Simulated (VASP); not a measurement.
Set up this calculation in VASP 6.6.1, as the native input.

```
Task                   : relaxation of the atoms
Functional             : PBE
Potentials or basis    : VASP PAW PBE potentials, release 64 (Si)
Cutoff                 : 600 eV
k mesh                 : 10 × 10 × 10
Occupations            : gaussian, width 0.03 eV
Spin                   : no spin polarisation
Further INCAR settings : ALGO = Normal; EDIFF = 1e-07; IBRION = 2; EDIFFG = -0.01; NSW = 40
```

The structure of Si lies in POSCAR:

```
Si                                      
1.0
    0.0000000000      2.7879241476      2.7879241476
    2.7879241476      0.0000000000      2.7879241476
    2.7879241476      2.7879241476      0.0000000000
  Si            
     2
Direct
     0.7500000000000000    0.7500000000000000    0.7500000000000000
     0.5000000000000000    0.5000000000000000    0.5000000000000000
```

The cell isn't the ideal one: a relaxed cell with its volume scaled by 1.06.

One way to write it, as run:

INCAR

```
SYSTEM = Si
PREC     = Accurate       ! precision mode
ENCUT    = 600            ! plane-wave cutoff, eV
EDIFF    = 1E-7           ! SCF threshold, eV
ISMEAR   = 0              ! smearing method
SIGMA    = 0.03           ! smearing width, eV
LREAL    = .FALSE.        ! projectors in reciprocal space
LASPH    = .TRUE.         ! aspherical terms in the spheres
NELM     = 80             ! most SCF steps
ALGO     = Normal         ! electronic algorithm
ISIF     = 2              ! what is computed and relaxed
LWAVE    = .FALSE.        ! write WAVECAR
LCHARG   = .FALSE.        ! write CHGCAR
GGA      = PE             ! functional
IBRION   = 2              ! ionic algorithm
NSW      = 40             ! ionic steps
EDIFFG   = -0.01          ! ionic threshold
```

KPOINTS

```
regular mesh
0
G
  10 10 10
  0 0 0
```

Potentials or basis: VASP PAW PBE potentials, release 64 (Si).

Run with:

```sh
$ cat potpaw_PBE.64/Si/POTCAR > POTCAR
$ mpirun -np 1 vasp_std > vasp.out
```

It gave:

```yaml
Pressure_after_relaxing: -4.6 GPa
Band_gap_on_the_k_mesh: 0.71 eV, indirect (least direct gap 2.39 eV)
```

Caveat: the relaxation stopped at its first step, so nothing moved.

Run time: 7.6 s on 1 thread of Intel(R) Xeon(R) 6975P-C (Granite Rapids) (shared host), peak memory 0.17 GiB.
